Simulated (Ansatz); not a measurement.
Input of an Ansatz 0.2.0 run:

The input input.yaml:

```yaml
crystal:
  lattice:
    - [0.0, 2.768834, 2.768834]
    - [2.768834, 0.0, 2.768834]
    - [2.768834, 2.768834, 0.0]
  atoms:
    - { symbol: In, position: [0.0, 0.0, 0.0] }
    - { symbol: P, position: [0.5, 0.5, 0.5] }
hamiltonian:
  xc: pbe
  pseudopotentials: { kind: paw }
kpoints:
  mp_grid: { grid: [8, 8, 8] }
scf:
  occupations: { method: gaussian, width: 0.011 }
output:
  forces: true
  stress: true
  eigenvalues: true
```

Potentials or basis: Ansatz PAW.

The run is started by

```sh
$ ansatz run input.yaml --threads 2 --pin off --max-ram 5632MiB --backend cpu --events-out ev --progress --plain --runs-dir out
```

Question: Estimate the pressure.

Answer: -0.1 GPa.

Question: What does it give for the band gap on the k mesh?

Answer: None (metal or under the smearing width).
